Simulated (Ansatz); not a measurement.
Crystal: HfN.

```xyz
2
Lattice="0.0000 2.4548 2.4548 2.4548 0.0000 2.4548 2.4548 2.4548 0.0000" Properties=species:S:1:pos:R:3 pbc="T T T"
Hf    0.0000    0.0000    0.0000
N     1.2274    1.2274    1.2274
```

The cell comes from a database or a generator and needn't be the stable form of this composition.

Base run:

```yaml
Program: Ansatz 0.2.0
Functional: PBEsol
Potentials_or_basis: all-electron LAPW, scalar-relativistic
Cutoff: 392 eV (chosen from the basis error)
Basis_error_allowed: 0.001 eV/atom
k_mesh: 9 × 9 × 9
Occupations: fermi-dirac, width 0.05 eV
Spin: no spin polarisation
Hubbard_terms: Hf d U = 8 eV
```

Its results: band gap on the k mesh none (metal or under the smearing width); pressure 7.6 GPa.

After a change of settings the same cell gave: band gap on the k mesh none (metal or under the smearing width); pressure -2.3 GPa. Which change was it?
A. hubbard terms from Hf d U = 8 eV to Hf d U = 4 eV
B. hubbard terms from Hf d U = 8 eV to none
C. hubbard terms from Hf d U = 8 eV to Hf d U = 2 eV

C.

Caveats: U is the effective U less J, on atomic orbitals that reach past the spheres; U without spin polarisation on a metal has little footing.
